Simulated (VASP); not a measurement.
# ZrB2 (P6/mmm) in VASP: settings compared, part 2 of 2

VASP 6.6.1.

### 3 Single point, PBEsol

Contents of INCAR:

```
PREC = Accurate
ENCUT = 520
EDIFF = 1E-6
ISMEAR = 0
SIGMA = 0.02
LREAL = False
LASPH = True
NELM = 100
ALGO = Fast
ISIF = 2
LWAVE = False
LCHARG = False
GGA = PS
```

Contents of KPOINTS:

```
regular mesh
0
Gamma
  10 10 8
```

Contents of POSCAR:

```
ZrB2
3.17
    1.000000000000      0.000000000000      0.000000000000
   -0.500000000000      0.866025403785      0.000000000000
    0.000000000000      0.000000000000      1.114511041009
Zr B
1 2
Direct
    0.0000000000      0.0000000000      0.0000000000
    0.6666666667      0.3333333333      0.5000000000
    0.3333333333      0.6666666667      0.5000000000
```

Potentials or basis: VASP PAW PBE potentials, release 64 (Zr_sv, B).

On the command line:

```bash
cat potpaw_PBE.64/Zr_sv/POTCAR potpaw_PBE.64/B/POTCAR > POTCAR
mpirun -np 1 vasp_std > vasp.out
```

OUTCAR:

```text
PREC = Accurate
   ENCUT = 520
   EDIFF = 1E-6
   ISMEAR = 0
   LREAL = False
   LASPH = True
   NELM = 100
   ISIF = 2
   GGA = PS

 ion  position               nearest neighbor table
   1  0.000  0.000  0.000-   2 2.54   3 2.54   2 2.54   3 2.54   2 2.54   2 2.54   3 2.54   3 2.54
                             2 2.54   2 2.54   3 2.54   3 2.54
   2  0.667  0.333  0.500-   3 1.83   3 1.83   3 1.83   1 2.54   1 2.54   1 2.54   1 2.54   1 2.54
                             1 2.54
   3  0.333  0.667  0.500-   2 1.83   2 1.83   2 1.83   1 2.54   1 2.54   1 2.54   1 2.54   1 2.54
                             1 2.54

  LATTYP: Found a hexagonal cell.
 ALAT       =     3.1700000000
 C/A-ratio  =     1.1145110410

  Lattice vectors:

 A1 = (   3.1700000000,   0.0000000000,   0.0000000000)
 A2 = (  -1.5850000000,   2.7453005300,   0.0000000000)
 A3 = (   0.0000000000,   0.0000000000,   3.5330000000)

Analysis of symmetry for initial positions (statically):
=====================================================================
 Subroutine PRICEL returns:
 Original cell was already a primitive cell.

 Routine SETGRP: Setting up the symmetry group for a
 hexagonal supercell.

 Subroutine GETGRP returns: Found 24 space group operations
 (whereof 24 operations were pure point group operations)
 out of a pool of 24 trial point group operations.

The static configuration has the point symmetry D_6h.

Analysis of symmetry for dynamics (positions and initial velocities):
=====================================================================
 Subroutine PRICEL returns:
 Original cell was already a primitive cell.

 Routine SETGRP: Setting up the symmetry group for a
 hexagonal supercell.

 Subroutine GETGRP returns: Found 24 space group operations
 (whereof 24 operations were pure point group operations)
 out of a pool of 24 trial point group operations.

The dynamic configuration has the point symmetry D_6h.

 Subroutine INISYM returns: Found 24 space group operations
 (whereof 24 operations are pure point group operations),
 and found     1 'primitive' translations

----------------------------------------------------------------------------------------

                                     Primitive cell

  volume of cell :      30.7463

  direct lattice vectors                    reciprocal lattice vectors
     3.170000000  0.000000000  0.000000000     0.315457413  0.182129422  0.000000000
    -1.585000000  2.745300530  0.000000000     0.000000000  0.364258845  0.000000000
     0.000000000  0.000000000  3.533000000     0.000000000  0.000000000  0.283045570

  length of vectors
     3.170000000  3.170000000  3.533000000     0.364258845  0.364258845  0.283045570

  position of ions in fractional coordinates (direct lattice)
     0.000000000  0.000000000  0.000000000
     0.666666667  0.333333333  0.500000000
     0.333333333  0.666666667  0.500000000

  ion indices of the primitive-cell ions
   primitive index   ion index
                 1           1
                 2           2
                 3           3

----------------------------------------------------------------------------------------

 KPOINTS: regular mesh

Automatic generation of k-mesh.
 Grid dimensions read from file:
 generate k-points for:   10   10    8

 Generating k-lattice:

  Cartesian coordinates                     Fractional coordinates (reciprocal lattice)
[... 75 lines left out ...]
   NGXF,Y,Z  is equivalent  to a cutoff of  25.17, 25.17, 26.35 a.u.
 SYSTEM =  unknown system
   PREC   = accura    normal or accurate (medium, high low for compatibility)
   ISTART =      0    job   : 0-new  1-cont  2-samecut
   ICHARG =      2    charge: 1-file 2-atom 10-const
   ISPIN  =      1    spin polarized calculation?
   LNONCOLLINEAR =      F non collinear calculations
   LSORBIT =      F    spin-orbit coupling
   LASPH  =      T    aspherical Exc in radial PAW
   ENCUT  =  520.0 eV  38.22 Ry    6.18 a.u.   5.89  5.89  6.57*2*pi/ulx,y,z
   NELM   =    100;   NELMIN=  2; NELMDL= -5     # of ELM steps
   EDIFF  = 0.1E-05   stopping-criterion for ELM
   LREAL  =      F    real-space projection
   EDIFFG = 0.1E-04   stopping-criterion for IOM
   NSW    =      0    number of steps for IOM
   IBRION =     -1    ionic relax: 0-MD 1-quasi-New 2-CG
   NFREE  =      0    steps in history (QN), initial steepest desc. (CG)
   ISIF   =      2    stress and relaxation
   ISYM   =      2    0-nonsym 1-usesym 2-fastsym
   POTIM  = 0.5000    time-step for ionic-motion
   TEBEG  =    0.0;   TEEND  =   0.0 temperature during run
   PSTRESS=    0.0 pullay stress
   NELECT =      18.0000    total number of electrons
   NUPDOWN=      -1.0000    fix difference up-down
   EMIN   =  10.00;   EMAX   =-10.00  energy-range for DOS
   EFERMI =   0.00;   METHOD = LEGACY
   ISMEAR =     0;   SIGMA  =   0.02  broadening in eV -4-tet -1-fermi 0-gaus
   EFERMI_NEDOS =   21; number of points for ismear=-14 and -15
   IALGO  =     68    algorithm
   IMIX   =      4    mixing-type and parameters
     AMIX     =   0.40;   BMIX     =  1.00
     AMIX_MAG =   1.60;   BMIX_MAG =  1.00
  volume/ion in A,a.u.               =      10.25        69.16
  Fermi-wavevector in a.u.,A,eV,Ry     =   1.369519  2.588016 25.518847  1.875582
  Thomas-Fermi vector in A             =   2.495387
   LORBIT       =      0    0 simple, 1 ext, 2 COOP (PROOUT), +10 PAW based schemes
   GGA     = PS    functional components
   LHFCALC =     F    Hartree Fock is set to
   AEXX    =    0.0000 exact exchange contribution
   IVDW    =     0    specifies the selected vdW correction
   LEPSILON=     F    determine dielectric tensor
   LRPA    =     F    only Hartree local field effects (RPA)
 non-spin polarized calculation
 RMM-DIIS sequential band-by-band and
 Gauss-broadening in eV      SIGMA  =   0.02
  energy-cutoff  :      520.00
  volume of cell :       30.75
 maximum number of plane-waves:       844
 NGX is ok and might be reduce to    24
   NGX = 11   NGY = 11   NGZ = 13

 number of electron      18.0000000 magnetization

 Free energy of the ion-electron system (eV)
  ---------------------------------------------------
  ext. energy  EPLUGINS =         0.00000000
  ---------------------------------------------------
  free energy    TOTEN  =       -26.39297237 eV

  energy without entropy =      -26.39274124  energy(sigma->0) =      -26.39285680

 E-fermi :  10.2878     XC(G=0): -12.5381

 val. band max:       10.2677065059   @ k =   0.3000   0.2000   0.0000
 cond. band min:      10.2879537567   @ k =   0.2000   0.2000   0.1250
 fundamental gap:      0.0202472508
 Fermi energy:        10.2877659236

 k-point     1 :       0.0000    0.0000    0.0000
  band No.  band energies     occupation
      1     -38.0826      2.00000
      2     -16.3040      2.00000
      3     -15.7462      2.00000
      4     -15.7462      2.00000
      5      -2.2672      2.00000
      6       7.8043      2.00000
      7       7.8062      2.00000
      8       7.8062      2.00000
      9       8.1065      2.00000
     10      14.6204      0.00000
     11      15.3397      0.00000
     12      15.5737      0.00000
     13      15.5739      0.00000
[... 610 lines left out ...]
  band No.  band energies     occupation
      1     -37.9556      2.00000
      2     -16.5156      2.00000
      3     -16.2789      2.00000
      4     -16.1082      2.00000
      5       0.9208      2.00000
      6       3.2607      2.00000
      7       5.1228      2.00000
      8       7.3843      2.00000
      9       8.1738      2.00000
     10      12.3132      0.00000
     11      14.4026      0.00000
     12      15.0095      0.00000
     13      16.6337      0.00000

 [... further k-points ...]

------------------------ aborting loop because EDIFF is reached ----------------------------------------

  FORCE on cell =-STRESS in cart. coord.  units (eV):
  Direction    XX          YY          ZZ          XY          YZ          ZX
  --------------------------------------------------------------------------------------
  -------------------------------------------------------------------------------------
  Total       -0.7177039     -0.7177039     -0.7268098      0.0000000      0.0000000     -0.0000000
  in kB      -37.3992651    -37.3992651    -37.8737738      0.0000000      0.0000000     -0.0000000
  external PRESSURE =     -37.5574347 kB  Pullay stress =       0.0000000 kB

 VOLUME and BASIS-vectors are now :
 -----------------------------------------------------------------------------
  energy-cutoff  :      520.00
  volume of cell :       30.75
      direct lattice vectors                 reciprocal lattice vectors
     3.170000000  0.000000000  0.000000000     0.315457413  0.182129422  0.000000000
    -1.585000000  2.745300530  0.000000000     0.000000000  0.364258845  0.000000000
     0.000000000  0.000000000  3.533000000     0.000000000  0.000000000  0.283045570

 POSITION                                       TOTAL-FORCE (eV/Angst)
 -----------------------------------------------------------------------------------
      0.00000      0.00000      0.00000         0.000000      0.000000      0.000000
      1.58500      0.91510      1.76650         0.000000      0.000000      0.000000
     -0.00000      1.83020      1.76650        -0.000000     -0.000000      0.000000
 -----------------------------------------------------------------------------------
    total drift:                               -0.000000      0.000000     -0.000000

  FREE ENERGIE OF THE ION-ELECTRON SYSTEM (eV)
  ---------------------------------------------------
  free  energy   TOTEN  =       -26.3929723740 eV

  energy  without entropy=      -26.3927412353  energy(sigma->0) =      -26.39285680
```

OSZICAR:

```text
N       E                     dE             d eps       ncg     rms          rms(c)
DAV:   1     0.110262883363E+03    0.11026E+03   -0.99650E+03  1820   0.139E+03
DAV:   2    -0.230522612459E+02   -0.13332E+03   -0.12837E+03  2083   0.335E+02
DAV:   3    -0.287860472019E+02   -0.57338E+01   -0.56846E+01  2870   0.614E+01
[... 14 lines left out ...]
RMM:  18    -0.263929658598E+02    0.13837E-04   -0.13231E-04  2838   0.649E-02    0.197E-02
RMM:  19    -0.263929663240E+02   -0.46419E-06   -0.89361E-05  2921   0.550E-02    0.390E-03
RMM:  20    -0.263929698427E+02   -0.35187E-05   -0.35277E-05  2567   0.284E-02    0.487E-03
RMM:  21    -0.263929714553E+02   -0.16126E-05   -0.17193E-05  2172   0.162E-02    0.531E-03
RMM:  22    -0.263929723740E+02   -0.91866E-06   -0.99711E-06  1815   0.121E-02
   1 F= -.26392972E+02 E0= -.26392857E+02  d E =-.231139E-03
```

stdout:

```text
POSCAR found type information on POSCAR ZrB
 POSCAR found :  2 types and       3 ions
 scaLAPACK will be used
 -----------------------------------------------------------------------------
|                                                                             |
|                                                                             |
|     You enforced a specific xc type in the INCAR file but a different       |
|     I HOPE YOU KNOW WHAT YOU ARE DOING!                                     |
|                                                                             |
 -----------------------------------------------------------------------------

 LDA part: xc-table for (Slater+PW92), standard interpolation
 POSCAR, INCAR and KPOINTS ok, starting setup
 FFT: planning ... GRIDC
 FFT: planning ... GRID_SOFT
 FFT: planning ... GRID
 WAVECAR not read
 entering main loop
WARNING in EDDRMM: call to ZHEGV failed, returncode =   8  4      2
```

It took 22 s on 1 thread of Intel Xeon 6975P-C (Granite Rapids), shared host; peak memory 0.15 GiB.

Results:

- Free energy: -26.3930 eV
- Pressure: -3.8 GPa
- Band gap on the k mesh: none (metal or under the smearing width)

Levels at points of the mesh, in eV from the Fermi level:
```tsv
k point	band 7	band 8	band 9	band 10	band 11	band 12
(0.00, 0.00, 0.00)	-2.48	-2.48	-2.18	4.33	5.05	5.29
(0.50, 0.00, 0.00)	-3.76	-2.89	-2.57	2.39	2.43	5.08
(0.00, 0.00, 0.50)	-0.79	-0.79	0.45	0.45	0.90	0.90
(0.50, 0.00, 0.50)	-4.46	-4.01	-1.85	3.87	4.23	5.45
```

Caveat: the PAW data sets were made with another functional, which shifts forces and pressure a little.

### 4 Single point, PBEsol

Contents of run.py:

```python
from ase.calculators.vasp import Vasp
from ase.dft.bandgap import bandgap
from ase.io import read

atoms = read('POSCAR')
calc = Vasp(
    directory='calc',
    xc='pbesol',
    pp='PBE',
    setups='recommended',
    prec='Accurate',
    encut=520,
    ediff=1e-06,
    ismear=0,
    sigma=0.02,
    lreal=False,
    lasph=True,
    nelm=60,
    algo='Fast',
    isif=2,
    lwave=False,
    lcharg=False,
    kpts=[10, 10, 8],
    gamma=True,
)
atoms.calc = calc

print('energy (eV):', atoms.get_potential_energy())
print('free energy (eV):', atoms.get_potential_energy(force_consistent=True))
print('forces (eV/A):')
print(atoms.get_forces())
print('stress (eV/A^3, Voigt):', atoms.get_stress())
print('Fermi level (eV):', calc.get_fermi_level())
gap, top, bottom = bandgap(calc)
print('band gap (eV):', gap, 'from (spin, k, band)', top, 'to', bottom)
```

Contents of POSCAR:

```
ZrB2
1.0
    3.1700000000      0.0000000000      0.0000000000
   -1.5850000000      2.7453005300      0.0000000000
    0.0000000000      0.0000000000      3.5330000000
Zr B
1 2
Direct
    0.0000000000      0.0000000000      0.0000000000
    0.6666666667      0.3333333333      0.5000000000
    0.3333333333      0.6666666667      0.5000000000
```

On the command line:

```bash
python run.py
```

It took 29 s on 1 thread of Intel Xeon 6975P-C (Granite Rapids), shared host; peak memory 0.15 GiB.

It converged, with:

| Item | Value |
| --- | --- |
| Free energy | -26.3930 eV |
| Pressure | -3.8 GPa |
| Band gap on the k mesh | none (metal or under the smearing width) |

Levels at points of the mesh, in eV from the Fermi level:
| k point | band 5 | band 6 | band 7 | band 8 | band 9 | band 10 | band 11 | band 12 | band 13 |
| --- | --- | --- | --- | --- | --- | --- | --- | --- | --- |
| (0.00, 0.00, 0.00) | -12.55 | -2.48 | -2.48 | -2.48 | -2.18 | 4.33 | 5.05 | 5.29 | 5.29 |
| (0.50, 0.00, 0.00) | -8.81 | -8.31 | -3.76 | -2.89 | -2.57 | 2.39 | 2.43 | 5.08 | 5.23 |
| (0.00, 0.00, 0.50) | -10.49 | -6.84 | -0.79 | -0.79 | 0.45 | 0.45 | 0.90 | 0.90 | 1.96 |
| (0.50, 0.00, 0.50) | -9.75 | -6.81 | -4.46 | -4.01 | -1.85 | 3.87 | 4.23 | 5.45 | 6.41 |

Caveat: the PAW data sets were made with another functional, which shifts forces and pressure a little.
